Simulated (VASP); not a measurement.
# TiTe2 (P-3m1) in VASP: a series of runs, part 2 of 3

VASP 6.6.1. The steps go on from the part before.

## (3) Electric field gradients, PBE

INCAR reads:

```
PREC = Accurate
ENCUT = 520
EDIFF = 1E-8
ISMEAR = 0
SIGMA = 0.02
LREAL = F
LASPH = T
NELM = 60
ALGO = Normal
ISIF = 2
LWAVE = F
LCHARG = F
GGA = PE
LEFG = T
```

KPOINTS reads:

```
regular mesh
0
Gamma
  8 8 4
```

POSCAR reads:

```
TiTe2
1.0
    3.7770000000      0.0000000000      0.0000000000
   -1.8885000000      3.2709779501      0.0000000000
    0.0000000000      0.0000000000      6.4980000000
Te Ti
2 1
Direct
    0.3333333333      0.6666666667      0.7372000000
    0.6666666667      0.3333333333      0.2628000000
    0.0000000000      0.0000000000      0.0000000000
```

Potentials or basis: VASP PAW PBE potentials, release 64 (Te, Ti_sv).

Launch:

```sh
$ cat potpaw_PBE.64/Te/POTCAR potpaw_PBE.64/Ti_sv/POTCAR > POTCAR
$ mpirun -np 1 vasp_std > vasp.out
```

OUTCAR:

```text
PREC = Accurate
   ENCUT = 520
   EDIFF = 1E-8
   ISMEAR = 0
   LREAL = F
   LASPH = T
   NELM = 60
   ISIF = 2
   GGA = PE

 ion  position               nearest neighbor table
   1  0.333  0.667  0.737-   3 2.77   3 2.77   3 2.77
   2  0.667  0.333  0.263-   3 2.77   3 2.77   3 2.77
   3  0.000  0.000  0.000-   1 2.77   2 2.77   2 2.77   1 2.77   2 2.77   1 2.77

  LATTYP: Found a hexagonal cell.
 ALAT       =     3.7770000000
 C/A-ratio  =     1.7204130262

  Lattice vectors:

 A1 = (   3.7770000000,   0.0000000000,   0.0000000000)
 A2 = (  -1.8885000000,   3.2709779501,   0.0000000000)
 A3 = (   0.0000000000,   0.0000000000,   6.4980000000)

Analysis of symmetry for initial positions (statically):
=====================================================================
 Subroutine PRICEL returns:
 Original cell was already a primitive cell.

 Routine SETGRP: Setting up the symmetry group for a
 hexagonal supercell.

 Subroutine GETGRP returns: Found 12 space group operations
 (whereof 12 operations were pure point group operations)
 out of a pool of 24 trial point group operations.

The static configuration has the point symmetry D_3d.

Analysis of symmetry for dynamics (positions and initial velocities):
=====================================================================
 Subroutine PRICEL returns:
 Original cell was already a primitive cell.

 Routine SETGRP: Setting up the symmetry group for a
 hexagonal supercell.

 Subroutine GETGRP returns: Found 12 space group operations
 (whereof 12 operations were pure point group operations)
 out of a pool of 24 trial point group operations.

The dynamic configuration has the point symmetry D_3d.

 Subroutine INISYM returns: Found 12 space group operations
 (whereof 12 operations are pure point group operations),
 and found     1 'primitive' translations

----------------------------------------------------------------------------------------

                                     Primitive cell

  volume of cell :      80.2794

  direct lattice vectors                    reciprocal lattice vectors
     3.777000000  0.000000000  0.000000000     0.264760392  0.152859484  0.000000000
    -1.888500000  3.270977950  0.000000000     0.000000000  0.305718967  0.000000000
     0.000000000  0.000000000  6.498000000     0.000000000  0.000000000  0.153893506

  length of vectors
     3.777000000  3.777000000  6.498000000     0.305718967  0.305718967  0.153893506

  position of ions in fractional coordinates (direct lattice)
     0.333333333  0.666666667  0.737200000
     0.666666667  0.333333333  0.262800000
     0.000000000  0.000000000  0.000000000

  ion indices of the primitive-cell ions
   primitive index   ion index
                 1           1
                 2           2
                 3           3

----------------------------------------------------------------------------------------

 KPOINTS: regular mesh

[... 73 lines left out ...]
   ISIF   =      2    stress and relaxation
   ISYM   =      2    0-nonsym 1-usesym 2-fastsym
   POTIM  = 0.5000    time-step for ionic-motion
   TEBEG  =    0.0;   TEEND  =   0.0 temperature during run
   PSTRESS=    0.0 pullay stress
   NELECT =      24.0000    total number of electrons
   NUPDOWN=      -1.0000    fix difference up-down
   EMIN   =  10.00;   EMAX   =-10.00  energy-range for DOS
   EFERMI =   0.00;   METHOD = LEGACY
   ISMEAR =     0;   SIGMA  =   0.02  broadening in eV -4-tet -1-fermi 0-gaus
   EFERMI_NEDOS =   21; number of points for ismear=-14 and -15
   IALGO  =     38    algorithm
   IMIX   =      4    mixing-type and parameters
     AMIX     =   0.40;   BMIX     =  1.00
     AMIX_MAG =   1.60;   BMIX_MAG =  1.00
  volume/ion in A,a.u.               =      26.76       180.58
  Fermi-wavevector in a.u.,A,eV,Ry     =   1.094655  2.068597 16.303438  1.198269
  Thomas-Fermi vector in A             =   2.230964
   LORBIT       =      0    0 simple, 1 ext, 2 COOP (PROOUT), +10 PAW based schemes
   GGA     = PE    functional components
   LHFCALC =     F    Hartree Fock is set to
   AEXX    =    0.0000 exact exchange contribution
   IVDW    =     0    specifies the selected vdW correction
   LEPSILON=     F    determine dielectric tensor
   LRPA    =     F    only Hartree local field effects (RPA)
 non-spin polarized calculation
 Gauss-broadening in eV      SIGMA  =   0.02
  energy-cutoff  :      520.00
  volume of cell :       80.28
 maximum number of plane-waves:      2176
   NGX = 13   NGY = 13   NGZ = 25

 number of electron      23.9999998 magnetization

 Free energy of the ion-electron system (eV)
  ---------------------------------------------------
  ext. energy  EPLUGINS =         0.00000000
  ---------------------------------------------------
  free energy    TOTEN  =       -16.20919471 eV

  energy without entropy =      -16.20861895  energy(sigma->0) =      -16.20890683

 E-fermi :   6.7818     XC(G=0):  -9.8602

 val. band max:        6.7716941058   @ k =   0.5000   0.0000   0.2500
 cond. band min:       6.7878441155   @ k =   0.1250   0.0000   0.2500
 fundamental gap:      0.0161500097
 Fermi energy:         6.7817763880

 k-point     1 :       0.0000    0.0000    0.0000
  band No.  band energies     occupation
      1     -50.6671      2.00000
      2     -26.9223      2.00000
      3     -26.9223      2.00000
      4     -26.8888      2.00000
      5      -5.5822      2.00000
      6      -4.0795      2.00000
[... 433 lines left out ...]
      3     -26.9399      2.00000
      4     -26.8791      2.00000
      5      -3.9107      2.00000
      6      -3.5614      2.00000
[... 8 lines left out ...]
     15       8.1347      0.00000
     16       8.8941      0.00000

 [... further k-points ...]
[... 5 lines left out ...]
  --------------------------------------------------------------------------------------
  -------------------------------------------------------------------------------------
  Total        0.3494500      0.3494500      0.6298233      0.0000000     -0.0000000     -0.0000000
  in kB        6.9741513      6.9741513     12.5697023      0.0000000     -0.0000000     -0.0000000
  external PRESSURE =       8.8393350 kB  Pullay stress =       0.0000000 kB

 VOLUME and BASIS-vectors are now :
 -----------------------------------------------------------------------------
  energy-cutoff  :      520.00
  volume of cell :       80.28
      direct lattice vectors                 reciprocal lattice vectors
     3.777000000  0.000000000  0.000000000     0.264760392  0.152859484  0.000000000
    -1.888500000  3.270977950  0.000000000     0.000000000  0.305718967  0.000000000
     0.000000000  0.000000000  6.498000000     0.000000000  0.000000000  0.153893506

 POSITION                                       TOTAL-FORCE (eV/Angst)
 -----------------------------------------------------------------------------------
     -0.00000      2.18065      4.79033         0.000000      0.000000     -0.019157
      1.88850      1.09033      1.70767        -0.000000      0.000000      0.019157
      0.00000      0.00000      0.00000         0.000000      0.000000      0.000000
 -----------------------------------------------------------------------------------
    total drift:                                0.000000     -0.000000     -0.000000

  FREE ENERGIE OF THE ION-ELECTRON SYSTEM (eV)
  ---------------------------------------------------
  free  energy   TOTEN  =       -16.2091947135 eV

  energy  without entropy=      -16.2086189509  energy(sigma->0) =      -16.20890683

 Electric field gradients (V/A^2)
---------------------------------------------------------------------
 ion       V_xx      V_yy      V_zz      V_xy      V_xz      V_yz
---------------------------------------------------------------------
   1      25.154    25.154   -50.308    -0.000     0.000    -0.000
   2      25.154    25.154   -50.308    -0.000     0.000    -0.000
   3      12.834    12.836   -25.671     0.002     0.000    -0.000
---------------------------------------------------------------------

 Electric field gradients after diagonalization (V/A^2)
 (convention: |V_zz| > |V_xx| > |V_yy|)
----------------------------------------------------------------------
 ion       V_xx      V_yy      V_zz     asymmetry (V_yy - V_xx)/ V_zz
----------------------------------------------------------------------
   1      25.154    25.154   -50.308       0.000
   2      25.154    25.154   -50.308       0.000
   3      12.837    12.833   -25.671       0.000
----------------------------------------------------------------------

           NMR quadrupolar parameters

 Cq : quadrupolar parameter    Cq=e*Q*V_zz/h
 eta: asymmetry parameters     (V_yy - V_xx)/ V_zz
 Q  : nuclear electric quadrupole moment in mb (millibarn)
----------------------------------------------------------------------
 ion       Cq(MHz)       eta       Q (mb)
----------------------------------------------------------------------
   1      -0.122       0.000       1.000
   2      -0.122       0.000       1.000
   3      -0.062       0.000       1.000
----------------------------------------------------------------------
```

Run time: 35 s. Hardware: 1 thread of AMD EPYC 9R45 (Zen 5), shared host; peak memory 0.18 GiB.

Results:

| Quantity | Value |
| --- | --- |
| Free energy | -16.2092 eV |
| Pressure | 0.9 GPa |
| Largest force | 0.019 eV/Å |
| Band gap on the k mesh | none (metal or under the smearing width) |

Forces on the atoms (eV/Å):
```
Te   0.000  0.000 -0.019
Te   0.000  0.000  0.019
Ti   0.000  0.000  0.000
```

Electric field gradients, principal values (V/Å²):
```tsv
atom	Vxx	Vyy	Vzz
1 Te	25.154	25.154	-50.308
2 Te	25.154	25.154	-50.308
3 Ti	12.833	12.837	-25.671
```

Caveat: this functional lacks dispersion, which binds the layers, so the pressure and a relaxed spacing across them are unreliable.

## (4) Core levels, PBE

INCAR reads:

```
SYSTEM = TiTe2
PREC = Accurate
ENCUT = 520
EDIFF = 1E-7
ISMEAR = 0
SIGMA = 0.02
LREAL = .FALSE.
LASPH = .TRUE.
NELM = 100
ALGO = Normal
ISIF = 2
LWAVE = .FALSE.
LCHARG = .FALSE.
GGA = PE
ICORELEVEL = 1
```

KPOINTS reads:

```
regular mesh
0
G
  8 8 4
  0 0 0
```

POSCAR is that of step 3.

Potentials or basis: VASP PAW PBE potentials, release 64 (Te, Ti_sv).

Launch:

```sh
$ cat potpaw_PBE.64/Te/POTCAR potpaw_PBE.64/Ti_sv/POTCAR > POTCAR
$ mpirun -np 1 vasp_std > vasp.out
```

OUTCAR:

```text
SYSTEM = TiTe2
   PREC = Accurate
   ENCUT = 520
   EDIFF = 1E-7
   ISMEAR = 0
   LREAL = .FALSE.
   LASPH = .TRUE.
   NELM = 100
   ISIF = 2
   GGA = PE

 ion  position               nearest neighbor table
   1  0.333  0.667  0.737-   3 2.77   3 2.77   3 2.77
   2  0.667  0.333  0.263-   3 2.77   3 2.77   3 2.77
   3  0.000  0.000  0.000-   1 2.77   2 2.77   2 2.77   1 2.77   2 2.77   1 2.77

  LATTYP: Found a hexagonal cell.
 ALAT       =     3.7770000000
 C/A-ratio  =     1.7204130262

  Lattice vectors:

 A1 = (   3.7770000000,   0.0000000000,   0.0000000000)
 A2 = (  -1.8885000000,   3.2709779501,   0.0000000000)
 A3 = (   0.0000000000,   0.0000000000,   6.4980000000)

Analysis of symmetry for initial positions (statically):
=====================================================================
 Subroutine PRICEL returns:
 Original cell was already a primitive cell.

 Routine SETGRP: Setting up the symmetry group for a
 hexagonal supercell.

 Subroutine GETGRP returns: Found 12 space group operations
 (whereof 12 operations were pure point group operations)
 out of a pool of 24 trial point group operations.

The static configuration has the point symmetry D_3d.

Analysis of symmetry for dynamics (positions and initial velocities):
=====================================================================
 Subroutine PRICEL returns:
 Original cell was already a primitive cell.

 Routine SETGRP: Setting up the symmetry group for a
 hexagonal supercell.

 Subroutine GETGRP returns: Found 12 space group operations
 (whereof 12 operations were pure point group operations)
 out of a pool of 24 trial point group operations.

The dynamic configuration has the point symmetry D_3d.

 Subroutine INISYM returns: Found 12 space group operations
 (whereof 12 operations are pure point group operations),
 and found     1 'primitive' translations
[... 122 lines left out ...]
   GGA     = PE    functional components
   LHFCALC =     F    Hartree Fock is set to
   AEXX    =    0.0000 exact exchange contribution
   IVDW    =     0    specifies the selected vdW correction
   LEPSILON=     F    determine dielectric tensor
   LRPA    =     F    only Hartree local field effects (RPA)
 non-spin polarized calculation
 Gauss-broadening in eV      SIGMA  =   0.02
  energy-cutoff  :      520.00
  volume of cell :       80.28
 maximum number of plane-waves:      2176
   NGX = 13   NGY = 13   NGZ = 25

 number of electron      23.9999998 magnetization

 Free energy of the ion-electron system (eV)
  ---------------------------------------------------
  ext. energy  EPLUGINS =         0.00000000
  ---------------------------------------------------
  free energy    TOTEN  =       -16.20919456 eV

  energy without entropy =      -16.20861878  energy(sigma->0) =      -16.20890667

 the core state eigenenergies are
   1-  1s -31608.8894  2s  -4836.4666  2p  -4339.8625  3s   -952.6932  3p   -791.3510
       3d   -547.5996  4s   -152.2191  4p   -102.2606  4d    -29.5906
   2-  1s -31608.8894  2s  -4836.4666  2p  -4339.8625  3s   -952.6932  3p   -791.3510
       3d   -547.5996  4s   -152.2191  4p   -102.2606  4d    -29.5906
   3-  1s  -4856.7992  2s   -525.2918  2p   -432.5935

 E-fermi :   6.7818     XC(G=0):  -9.8602

 val. band max:        6.7717281829   @ k =   0.5000   0.0000   0.2500
 cond. band min:       6.7878746927   @ k =   0.1250   0.0000   0.2500
 fundamental gap:      0.0161465097
 Fermi energy:         6.7818083126

 k-point     1 :       0.0000    0.0000    0.0000
  band No.  band energies     occupation
      1     -50.6670      2.00000
      2     -26.9222      2.00000
      3     -26.9222      2.00000
      4     -26.8887      2.00000
      5      -5.5822      2.00000
      6      -4.0795      2.00000
[... 433 lines left out ...]
      3     -26.9399      2.00000
      4     -26.8791      2.00000
      5      -3.9106      2.00000
      6      -3.5614      2.00000
[... 8 lines left out ...]
     15       8.1348      0.00000
     16       8.8941      0.00000

 [... further k-points ...]

------------------------ aborting loop because EDIFF is reached ----------------------------------------

  FORCE on cell =-STRESS in cart. coord.  units (eV):
  Direction    XX          YY          ZZ          XY          YZ          ZX
  --------------------------------------------------------------------------------------
  -------------------------------------------------------------------------------------
  Total        0.3475282      0.3475282      0.6277690      0.0000000      0.0000000      0.0000000
  in kB        6.9357972      6.9357972     12.5287031      0.0000000      0.0000000      0.0000000
  external PRESSURE =       8.8000992 kB  Pullay stress =       0.0000000 kB

 VOLUME and BASIS-vectors are now :
 -----------------------------------------------------------------------------
  energy-cutoff  :      520.00
  volume of cell :       80.28
      direct lattice vectors                 reciprocal lattice vectors
     3.777000000  0.000000000  0.000000000     0.264760392  0.152859484  0.000000000
    -1.888500000  3.270977950  0.000000000     0.000000000  0.305718967  0.000000000
     0.000000000  0.000000000  6.498000000     0.000000000  0.000000000  0.153893506

 POSITION                                       TOTAL-FORCE (eV/Angst)
 -----------------------------------------------------------------------------------
     -0.00000      2.18065      4.79033        -0.000000      0.000000     -0.019179
      1.88850      1.09033      1.70767         0.000000     -0.000000      0.019179
      0.00000      0.00000      0.00000         0.000000      0.000000      0.000000
 -----------------------------------------------------------------------------------
    total drift:                                0.000000     -0.000000     -0.000000

  FREE ENERGIE OF THE ION-ELECTRON SYSTEM (eV)
  ---------------------------------------------------
  free  energy   TOTEN  =       -16.2091945645 eV

  energy  without entropy=      -16.2086187804  energy(sigma->0) =      -16.20890667
```

OSZICAR:

```text
N       E                     dE             d eps       ncg     rms          rms(c)
DAV:   1     0.175481117671E+03    0.17548E+03   -0.11013E+04  1120   0.139E+03
DAV:   2    -0.166878973925E+01   -0.17715E+03   -0.17560E+03  1248   0.334E+02
DAV:   3    -0.180321579396E+02   -0.16363E+02   -0.16017E+02  1944   0.909E+01
DAV:   4    -0.184363335302E+02   -0.40418E+00   -0.40389E+00  1312   0.151E+01
DAV:   5    -0.184584845896E+02   -0.22151E-01   -0.22149E-01  1800   0.304E+00    0.121E+01
DAV:   6    -0.186497845268E+02   -0.19130E+00   -0.54432E+01  1512   0.447E+01    0.151E+01
DAV:   7    -0.164612836240E+02    0.21885E+01   -0.42635E+01  1552   0.373E+01    0.519E+00
DAV:   8    -0.162105208726E+02    0.25076E+00   -0.18920E+00  1408   0.983E+00    0.195E+00
DAV:   9    -0.162344695864E+02   -0.23949E-01   -0.41097E-01  1520   0.417E+00    0.164E+00
DAV:  10    -0.162167693505E+02    0.17700E-01   -0.52254E-01  1424   0.492E+00    0.988E-01
DAV:  11    -0.162094197246E+02    0.73496E-02   -0.43913E-02  1408   0.155E+00    0.444E-01
DAV:  12    -0.162093961793E+02    0.23545E-04   -0.69871E-04  1288   0.217E-01    0.304E-01
DAV:  13    -0.162092141947E+02    0.18198E-03   -0.84021E-04  1648   0.191E-01    0.730E-02
DAV:  14    -0.162092006295E+02    0.13565E-04   -0.47537E-05  1408   0.503E-02    0.457E-02
DAV:  15    -0.162091967852E+02    0.38443E-05   -0.89605E-06  1704   0.206E-02    0.338E-02
DAV:  16    -0.162091944847E+02    0.23005E-05   -0.18233E-05  1400   0.299E-02    0.844E-03
DAV:  17    -0.162091945645E+02   -0.79810E-07   -0.52035E-07  1200   0.641E-03
   1 F= -.16209195E+02 E0= -.16208907E+02  d E =-.575784E-03
```

It took 33 s on 1 thread of AMD EPYC 9R45 (Zen 5), shared host; peak memory 0.18 GiB.

What came out:

```yaml
Free_energy: -16.2092 eV
Pressure: 0.9 GPa
Largest_force: 0.019 eV/Å
Band_gap_on_the_k_mesh: none (metal or under the smearing width)
```

Forces in eV/Å, atoms in the order of the input:
```
Te   0.000  0.000 -0.019
Te   0.000  0.000  0.019
Ti   0.000  0.000  0.000
```

Levels at points of the mesh, in eV from the Fermi level:
| k point | band 10 | band 11 | band 12 | band 13 | band 14 | band 15 |
| --- | --- | --- | --- | --- | --- | --- |
| (0.00, 0.00, 0.00) | 0.38 | 0.43 | 0.43 | 0.62 | 1.11 | 1.11 |
| (0.50, 0.00, 0.00) | -2.36 | -1.72 | -1.10 | 0.06 | 1.18 | 1.51 |
| (0.00, 0.00, 0.50) | -1.57 | 0.42 | 0.42 | 0.79 | 0.79 | 1.06 |
| (0.50, 0.00, 0.50) | -1.99 | -0.94 | -0.57 | -0.23 | 1.18 | 1.49 |

Core levels (eV, on the scale of the bands):
| atom | levels |
| --- | --- |
| 1 Te | 1s -31608.9, 2s -4836.5, 2p -4339.9, 3s -952.7, 3p -791.4, 3d -547.6, 4s -152.2, 4p -102.3, 4d -29.6 |
| 2 Te | 1s -31608.9, 2s -4836.5, 2p -4339.9, 3s -952.7, 3p -791.4, 3d -547.6, 4s -152.2, 4p -102.3, 4d -29.6 |
| 3 Ti | 1s -4856.8, 2s -525.3, 2p -432.6 |

Caveat: this functional lacks dispersion, which binds the layers, so the pressure and a relaxed spacing across them are unreliable. The run has no spin-orbit coupling, so splittings on Te are missing.

[end of part 2 of 3]
